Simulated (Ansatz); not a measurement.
Method: Ansatz, DFT PBE, scalar-relativistic, plane waves, PAW. Settings: cutoff 420 eV, Γ-centred meshes spaced at most about 0.3 Å⁻¹, and about 0.25 Å⁻¹ or finer for metals (2π included), Gaussian smearing. No spin polarisation in the final relaxations.

These are static total energies at zero pressure.

Compare these two cells of In₃O₂, each relaxed at this level.

A. Space group R-3m (No. 166), trigonal, a = 7.210 Å, c = 7.577 Å. Around In lie 2 O at 2.20 Å; O has 3 In at 2.20 Å.

B. Space group Fmmm (No. 69), orthorhombic, a = 6.423 Å, b = 7.052 Å, c = 9.192 Å. In on a site of symmetry mmm has 2 O at 2.15 Å; around In on a site of symmetry mm2 lie 2 O at 2.16 Å; O is surrounded by 3 In at 2.15–2.16 Å.

Problem. Which would you expect to be lower, and how large is the difference?

Solution. B is lower, by 0.35 eV/atom. A has space group R-3m (No. 166), 22.7 Å³/atom and no gap on its mesh; B has space group Fmmm (No. 69), 20.8 Å³/atom and no gap. The denser one is the lower, and pressure would at first widen the difference. Both come from invented guesses. A third cell relaxed alike, in P-3m1, lies 193 meV/atom below the lower of the two.

In R-3m, Fmmm an odd number of electrons in the primitive cell allows no gap without spin; a larger cell or a magnetic state could open one. A magnetic state wasn't ruled out in cells without spin, among them R-3m. Cells relaxed within their symmetry can be saddle points.
